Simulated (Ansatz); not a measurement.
Runs of Ansatz 0.2.0 on ZnO (zincite). It takes space group P6_3mc (No. 186, hexagonal). Conventional cell: a = 3.249 Å, b = 3.249 Å, c = 5.206 Å, α = 90.00°, β = 90.00°, γ = 120.00°. Zn (site symmetry 3m) has 4 O at 1.97 to 1.98 Å as nearest neighbours. O (site symmetry 3m) is surrounded by 4 Zn at 1.97 to 1.98 Å. 

| task | level | potentials or basis | cell | k mesh | cutoff (eV) | smearing | atoms under strain | gap on the mesh (eV) | pressure (GPa) | V0 of scaled cells (Å³/atom) | B0 (GPa) |
| --- | --- | --- | --- | --- | --- | --- | --- | --- | --- | --- | --- |
| relaxation of cell and atoms | r2SCAN+rVV10 | Ansatz PAW | relaxed | 9 × 9 × 5 | 500 | fermi-dirac 0.05 eV | - | 1.19 | 0.0 | - | - |
| equation of state | BPBE | Ansatz PAW | as given | 9 × 9 × 5 | 420 | fermi-dirac 0.05 eV | - | - | - | 12.29 | (a) |
| equation of state | revPBE+D4 | Ansatz PAW | as given | 9 × 9 × 5 | 420 | fermi-dirac 0.05 eV | - | - | - | (b) | 132 |
| equation of state | LDA | PseudoDojo LDA | as given | 9 × 9 × 5 | 1143 | fermi-dirac 0.05 eV | - | - | - | 11.30 | (c) |
| elastic constants | PBEsol | Ansatz PAW | as given | 8 × 8 × 5 | 420 | fixed | relaxed | 0.70 | -1.5 | - | - |

Alike in all rows: no spin polarisation.

Q: Estimate the missing entries.

A: (a) 129; (b) 11.99; (c) 162.

Caveats: the cell was scaled at fixed shape and fractional positions, which overstates the stiffness of a crystal with free parameters, most of all of layers and chains (some runs); odd divisions of the mesh miss points on the zone boundary, where band edges often lie, so the gap on the mesh can be too wide (some runs); the PAW data sets come from PBE, with cores solved anew for the run's functional, which leaves a small shift of forces and pressure (some runs); the potentials were made for another functional, which shifts forces and pressure (some runs); the plane-wave basis is chosen anew once the cell has moved, so the energies of steps on either side of that aren't comparable (some runs).

Runs at the PBE level aren't shown here.
